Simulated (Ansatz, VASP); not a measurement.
**One calculation of AlN, two programs**

The input INCAR:

```
PREC = Accurate
ENCUT = 520
EDIFF = 1E-6
ISMEAR = 0
SIGMA = 0.05
LREAL = F
LASPH = T
NELM = 80
ALGO = Normal
ISIF = 2
LWAVE = F
LCHARG = F
GGA = PE
NBANDS = 16
```

Contents of KPOINTS:

```
regular mesh
0
Gamma
  8 8 6
```

The input POSCAR:

```
AlN
1.0
    0.0000000000     -2.0353166207     -2.0353166207
    0.0000000000      2.0353166207     -2.0353166207
    4.0706332413      0.0000000000      0.0000000000
Al N
2 2
Direct
    0.5115952475      0.4884047525      0.0000000000
   -0.0115952475      0.0115952475      0.5000000000
    0.4957933423      0.5042066577      0.5000000000
    0.0042066577      0.9957933423      0.0000000000
```

Input for Ansatz:

```yaml
crystal:
  lattice:
    - [0.0, -2.0353166207, -2.0353166207]
    - [0.0, 2.0353166207, -2.0353166207]
    - [4.0706332413, 0.0, 0.0]
  atoms:
    - { symbol: Al, position: [0.5115952475, 0.4884047525, 0.0] }
    - { symbol: Al, position: [-0.0115952475, 0.0115952475, 0.5] }
    - { symbol: "N", position: [0.4957933423, 0.5042066577, 0.5] }
    - { symbol: "N", position: [0.0042066577, 0.9957933423, 0.0] }
basis:
  ecutwfc: 520.0
kpoints:
  mp_grid: { grid: [8, 8, 6] }
hamiltonian:
  xc: pbe
  pseudopotentials: { kind: paw }
scf:
  occupations: { method: gaussian, width: 0.05 }
output:
  forces: true
  stress: true
  eigenvalues: true
  write_density: true
  write_potential: true
  elf: true
  volumetric_format: npy
```

Change from the starting cell: mode 4 frozen in at -0.047 Å, equal normal strain along x, y and z +0.0000.

Alike in both runs: task single point; functional PBE; k mesh 8 × 8 × 6; occupations gaussian, width 0.05 eV; no spin polarisation.

```csv
,VASP,Ansatz
version,VASP 6.6.1,Ansatz 0.2.0
potentials or method,"VASP PAW PBE potentials, release 64 (Al, N)","scalar-relativistic, plane waves, PAW"
plane-wave cutoff (eV),520,520
valence electrons in the cell,16,16
```

```tsv
	VASP	Ansatz	Ansatz less VASP
gap on the k mesh at the Fermi level (eV)	4.40	4.42	+0.023
least direct gap on the mesh (eV)	4.41	4.43	+0.023
pressure (GPa)	-0.1	0.2	+0.31
largest component of the traceless stress (GPa)	0.34	0.34	-0.001
rms of the force components (eV/Å)	0.199	0.199	+0.0001
```

Atom by atom the forces differ by 0.000 eV/Å (rms over components).

A k mesh can miss the band edges.
